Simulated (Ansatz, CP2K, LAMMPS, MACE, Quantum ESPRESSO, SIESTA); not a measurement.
# Amorphous SiO2 (84 atoms): relaxed, then solved by several programs

Aim: relax amorphous SiO2 (84 atoms), then compare forces, pressure and levels from several programs at that geometry.

All numbers are calculated, not measured.

## 1. Set-up

The cell holds 84 atoms (28 Si and 56 O), with edges of 10.83, 10.83 and 10.83 Å. Recipe: 84 atoms (28 Si, 56 O) placed at random at 2.2 g/cm³, melted at 5000 K for 10 ps at fixed volume with the Morse and Coulomb pair potential with partial charges (Pedone, Malavasi, Menziani, Cormack and Segre, J. Phys. Chem. B 110, 11780 (2006)). Quenched from 5000 K to 300 K at 50 K/ps and fixed volume, held 5 ps, then minimised at fixed cell. Then the atoms were relaxed with MACE MPA-0 medium in the fixed cell. Then the atoms were relaxed with CP2K double zeta, PBE.

Measured values to set the calculation against. A silica glass plate was measured by high-energy x-ray diffraction at 20 K and the Si-O distance was taken from the first PDF peak (“Polyhedral units and network connectivity in calcium aluminosilicate glasses from high-energy x-ray diffraction”, 2000, arxiv:cond-mat/0007490): nearest Si–O distance 1.61 Å; number of O about Si 4. The nearest silicon-silicon distance in amorphous silica was obtained by fitting a symmetric peak to the measured radial distribution (as quoted in “New insights into the origin of the first sharp diffraction peak in amorphous silica from an analysis of chemical and radial ordering”, 2024, arxiv:2403.10632): nearest Si–Si distance 3.08 Å; nearest O–O distance 2.63 Å. The mean Si-O-Si angle was obtained by reanalysing earlier high-energy photon diffraction data in combination with published neutron diffraction data on silica glass (“Bond angle distribution in amorphous germania and silica”, 1996, arxiv:chem-ph/9603004): Si–O–Si angle 148.3 °.

## 2. The relaxation

CP2K double zeta (DZVP-MOLOPT-SR, GTH-PBE potentials, 480 Ry; k-points Γ) took 18 geometry steps and reached its thresholds. It started from the geometry that MACE MPA-0 medium had relaxed.

Wall time 4.7 min (8 threads of Arm Neoverse V1, shared host); peak memory 1.7 GiB.

|  | before | after |
| --- | --- | --- |
| energy (meV/atom) | 0 | -2.3 |
| Si-O bonds under 2.08 Å | 112 at 1.637 Å | 112 at 1.641 Å |

Atoms moved by 0.03 Å r.m.s. and 0.06 Å at most, with the common shift taken off.

## 3. Local order after relaxation

Density 2.2 g/cm³, 15.12 Å³ an atom.

Pair distribution functions g(r), in bins of 0.2 Å:

| r (Å) | total | O-O | O-Si | Si-Si |
| --- | --- | --- | --- | --- |
| 1.60 | 6.00 | 0.00 | 13.45 | 0.00 |
| 1.80 | 0.00 | 0.00 | 0.00 | 0.00 |
| 2.00 | 0.00 | 0.00 | 0.00 | 0.00 |
| 2.20 | 0.00 | 0.00 | 0.00 | 0.00 |
| 2.40 | 0.07 | 0.16 | 0.00 | 0.00 |
| 2.60 | 2.19 | 4.95 | 0.00 | 0.00 |
| 2.80 | 1.27 | 2.66 | 0.04 | 0.62 |
| 3.00 | 0.64 | 0.36 | 0.21 | 3.52 |
| 3.20 | 0.73 | 0.44 | 0.38 | 3.33 |
| 3.40 | 0.65 | 0.45 | 1.00 | 0.12 |
| 3.60 | 0.84 | 0.47 | 1.42 | 0.00 |
| 3.80 | 0.86 | 0.63 | 1.26 | 0.18 |
| 4.00 | 1.22 | 0.80 | 1.73 | 0.82 |
| 4.20 | 1.40 | 0.75 | 2.24 | 0.64 |
| 4.40 | 0.80 | 0.78 | 0.78 | 1.00 |
| 4.60 | 0.84 | 1.08 | 0.49 | 1.29 |
| 4.80 | 1.13 | 1.53 | 0.76 | 1.00 |
| 5.00 | 1.16 | 1.67 | 0.66 | 1.09 |
| 5.20 | 1.08 | 1.32 | 0.80 | 1.24 |

Bonds by pair of elements; cutoffs follow the first minimum of g(r), held within bounds set by covalent radii, and pairs that aren't listed don't count as bonded:

| pair A-B | cutoff (Å) | bonds | mean length (Å) | spread (Å) | shortest (Å) | B about A | A about B |
| --- | --- | --- | --- | --- | --- | --- | --- |
| O-Si | 2.08 | 112 | 1.64 | 0.015 | 1.60 | 2 | 4 |

How many atoms have how many bonded neighbours:

| element | mean | 2 | 4 |
| --- | --- | --- | --- |
| O | 2 | 56 | 0 |
| Si | 4 | 0 | 28 |

Bond angles (no mean is given where the spread exceeds 20°):

| angle | count | mean (°) | spread (°) |
| --- | --- | --- | --- |
| O-Si-O | 168 | 110 | 5.8 |
| Si-O-Si | 56 | 142 | 12.9 |

Oxygen atoms by the number of network formers (Si, P, Ge, B, Al, As, Ga) bound to them:

| network formers bound to O | O atoms | per cent |
| --- | --- | --- |
| 0 | 0 | 0 |
| 1 | 0 | 0 |
| 2 | 56 | 100 |

Network units: each former by its oxygen neighbours and how many of them bridge to another former:

| former | O neighbours | bridging O | atoms |
| --- | --- | --- | --- |
| Si | 4 | 4 | 28 |

Rings of the network by King's shortest-path rule, up to 12 atoms, one path for each pair of neighbours; H, halogens, alkali and alkaline-earth atoms are left out, and the last column divides by all other atoms, bonded or not:

| ring size (atoms) | rings | per network atom |
| --- | --- | --- |
| 6 | 1 | 0.012 |
| 8 | 7 | 0.083 |
| 10 | 9 | 0.107 |
| 12 | 16 | 0.19 |

With the cutoffs above, all O atoms have 2 and all Si atoms have 4 bonded neighbours. The O-Si-O angle averages 110° with a spread of 6°. 100 % of the oxygens bridge two formers (Si) and 0 % are non-bridging. The commonest Si unit has 4 oxygens, 4 of them shared with other formers (28 of 28 atoms). Rings of 12 atoms are the most common (48 % of those counted); sizes run from 6 to 12, where the search stops.

Calculation beside experiment:

| quantity | measured | this cell | difference | method of the measurement |
| --- | --- | --- | --- | --- |
| nearest Si–O distance | 1.61 Å | 1.64 Å | +1.9 % | high-energy XRD, PDF Gaussian fit |
| nearest Si–Si distance | 3.08 Å | 3.09 Å | +0.3 % | diffraction, Gaussian radial peak fit |
| nearest O–O distance | 2.63 Å | 2.67 Å | +1.5 % | diffraction, Gaussian radial peak fit |
| number of O about Si | 4 | 4 | +0.0 % | high-energy XRD, PDF Gaussian fit |
| Si–O–Si angle | 148.3 ° | 142 ° | -4.1 % | x-ray and neutron diffraction, model fit |

The cell differs from the measured distances by up to 1.9 %, neighbour counts by up to 0.0 % and angles by up to 4.1 %. Distances of this cell are positions of the first main peak of g(r), or bond means where the peak is narrow; means over all bonds within a cutoff lie farther out for broad shells. The network descends from the steps of the recipe above, so the comparison tests them together. Our coordination numbers hang on a cutoff, and experiments count neighbours in their own ways.

## 4. The plane-wave reference

Quantum ESPRESSO 7.5: Kohn-Sham DFT, PBE, SSSP efficiency 1.3.0 pseudopotentials, plane waves. Its input for the relaxed cell:

```
&control
  calculation = 'scf'
  pseudo_dir = './pseudo'
  outdir = './tmp'
  disk_io = 'none'
  tprnfor = .true.
  tstress = .true.
/
&system
  ibrav = 0
  nat = 84
  ntyp = 2
  ecutwfc = 60
  ecutrho = 480
  nosym = .true.
  occupations = 'smearing'
  smearing = 'fd'
  degauss = 0.003675
/
&electrons
  conv_thr = 4.2e-07
  electron_maxstep = 100
  mixing_beta = 0.4
  mixing_mode = 'plain'
  diagonalization = 'david'
/
ATOMIC_SPECIES
Si 28.085 Si.upf
O 15.999 O.upf
CELL_PARAMETERS angstrom
10.82880 0.00000 0.00000
0.00000 10.82880 0.00000
0.00000 0.00000 10.82880
ATOMIC_POSITIONS crystal
Si 0.38189 0.37301 0.81470
Si 0.31916 0.56607 0.25285
Si 0.07259 0.01748 0.44021
[... 79 atom lines left out ...]
O 0.02821 0.99342 0.29830
O 0.22943 0.11286 0.88182
K_POINTS gamma
```

It took 86 s on 8 MPI ranks of Arm Neoverse V1, shared host; peak memory 4.6 GiB; 11 min of CPU time.

## 5. All levels at this geometry

CPU times are from a shared host and are rough.

```
                level                    basis or training data  k-points  own r.m.s. force (meV/Å)  difference from the reference (meV/Å)  pressure (GPa)  Kohn-Sham gap (eV)  CPU time  memory (GiB)
              QE, PBE   plane waves, SSSP efficiency, 60/480 Ry         Γ                        81                                      -           -1.74                5.17    11 min           4.6
CP2K triple zeta, PBE     TZV2P-UZH, GTH-PBE potentials, 600 Ry         Γ                       148                                     89           -3.14                5.15    12 min           5.2
      SIESTA DZP, PBE  DZP orbitals, shift 0.01 Ry, mesh 400 Ry         Γ                       134                                    167            0.66                5.60   4.4 min           2.2
    MACE MPA-0 medium        trained on PBE(+U) plane-wave data         -                        92                                     30           -1.67                   -     9.1 s             1
```

The gap is the spacing of the highest filled and lowest empty Kohn-Sham level on the mesh; a dash marks partly filled levels, a spacing under 0.15 eV or a method without such levels.

## 6. Outcome

Relaxation in the fixed cell lowers the energy by 2 meV/atom at its own level and moves atoms by up to 0.06 Å. The reference finds an r.m.s. force of 81 meV/Å there and a pressure of -1.74 GPa, at a geometry that CP2K double zeta made. Forces differ from the reference's by 30 meV/Å (MACE MPA-0 medium), 89 meV/Å (CP2K triple zeta, PBE) and 167 meV/Å (SIESTA DZP, PBE).

CP2K double zeta is at its own minimum here, so the reference's force is itself a measure of how the two differ. Pressures lie +0.1 GPa (MACE MPA-0 medium), -1.4 GPa (CP2K triple zeta, PBE) and +2.4 GPa (SIESTA DZP, PBE) from the reference's. The highest filled and lowest empty levels lie 5.17 eV apart in the reference, against 5.15 eV in CP2K triple zeta, PBE and 5.60 eV in SIESTA DZP, PBE. With the cutoffs above, all O atoms have 2 and all Si atoms have 4 bonded neighbours. 100 % of the oxygens bridge two formers (Si) and 0 % are non-bridging.

Caveats: The density was set by the recipe and held. One sample of a disordered cell; defect or tail levels can set the gap. Gaps are read on the mesh, which holds the band edges only if they fold onto it, and semilocal functionals tend to put them under measured ones. The quench rate of 50 K/ps is many orders above laboratory rates, so the cell is likely richer in defects and strain than a real sample. The reference samples only Γ, in a cell whose shortest periodic width is 11 Å. The plane-wave runs aren't exact: their cutoffs and mesh weren't converged further here. SIESTA's automatically made basis is far from complete, and its potentials were converted by us (checked for H, C, O, Si, Ge and Ca alone). Where levels are smeared, the DFT runs use Fermi–Dirac occupations at 580 K (0.05 eV), and energies are free energies.

[Logs are printed without paths, hosts, clocks, repeated set-up lines and the standing remarks that a program may print on its own settings, such as how far it seeks lower states.]

[Hosts, paths, dates, database ids (printed as entryN), source tags and the programs' standing remarks are cut or masked in the printed files.]
